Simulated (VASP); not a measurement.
Here is a VASP 6.6.1 calculation.

INCAR

```
SYSTEM = C
PREC     = Accurate       ! precision mode
ENCUT    = 520            ! plane-wave cutoff, eV
EDIFF    = 1E-7           ! SCF threshold, eV
ISMEAR   = 0              ! smearing method
SIGMA    = 0.03           ! smearing width, eV
LREAL    = .False.        ! projectors in reciprocal space
LASPH    = .True.         ! aspherical terms in the spheres
NELM     = 80             ! most SCF steps
ALGO     = Fast           ! electronic algorithm
ISIF     = 2              ! what is computed and relaxed
LWAVE    = .False.        ! write WAVECAR
LCHARG   = .False.        ! write CHGCAR
LDIPOL   = .True.       
IDIPOL   = 3            
DIPOL    = 0.5 0.5 0.500
GGA      = PE             ! functional
IVDW     = 12             ! dispersion correction
NBANDS   = 11             ! bands
LVHAR    = .True.       
LVACPOTAV= .True.       
KPAR     = 2
```

Contents of KPOINTS:

```
regular mesh
0
Gamma
  9 9 1
  0 0 0
```

File POSCAR:

```
C                                       
1.0
    2.4661062413      0.0000000000      0.0000000000
   -1.2330531207      2.1357106537      0.0000000000
    0.0000000000      0.0000000000     18.0000000000
  C             
     2
Direct
     0.0000000000000000    0.0000000000000000    0.5000000000000000
     0.6666666699999979    0.3333333400000029    0.5000000000000000
```

KPOINTS_OPT

```
explicit points
3
Reciprocal
 0.0000000000  0.0000000000  0.0000000000 1
 0.5000000000  0.0000000000  0.0000000000 1
 0.3333333300  0.3333333300  0.0000000000 1
```

Potentials or basis: VASP PAW PBE potentials, release 64 (C).

The run is started by

```bash
$ cat potpaw_PBE.64/C/POTCAR > POTCAR
$ mpirun -np 2 vasp_std > vasp.out
```

Problem. Estimate the dispersion energy per atom.

Solution. -0.089 eV.

Problem. Estimate the band gap along the path.

Solution. None (metal or under the smearing width).

Problem. Estimate the work function of the lower face.

Solution. 4.25 eV.

Problem. Predict the work function of the upper face.

Solution. 4.25 eV.
